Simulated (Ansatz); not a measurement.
## Structures of Bi2Se3: which is lowest?

Plane-wave DFT in Ansatz with scalar-relativistic PAW potentials, cutoff 420 eV, Γ-centred meshes chosen by cell and gap, Gaussian smearing with energies taken to zero width. Every cell was relaxed (cell and atoms) in a run of its own, within the symmetry of its start. Functional: PBEsol.

Relaxed structures (starts from databases or built by putting these elements on another compound's sites):
A. P-3m1, 5 atoms in the computed cell, a = 4.121 Å, c = 9.891 Å; sites (symmetry × multiplicity) Bi 3m. × 2, Se -3m. × 1 + 3m. × 2; start: built
B. R-3m, 5 atoms in the computed cell, a = 4.130 Å, c = 28.609 Å; sites (symmetry × multiplicity) Bi 3m × 6, Se -3m × 3 + 3m × 6; start: database

Rank them by energy. Could pressure change the order?

| structure | group | E − E(lowest) (meV/atom) | V (Å³/atom) | gap on mesh (eV) |
| --- | --- | --- | --- | --- |
| B | R-3m | 0.0 | 28.18 | 0.12 |
| A | P-3m1 | 6.5 | 29.10 | 0.34 |

B is lowest, 7 meV/atom under A. The lowest is also the densest of these, so pressure wouldn't bring one of the others in at first order. Other structures may lie lower than all of these, and vibrations aren't counted.

Spin-orbit coupling is left out, which matters for the bands of heavy elements. Each cell of Bi2Se3 holds layers, and where no dispersion correction was added their binding is poorly described. For Tl, Pb and Bi spin-orbit coupling shifts energies too.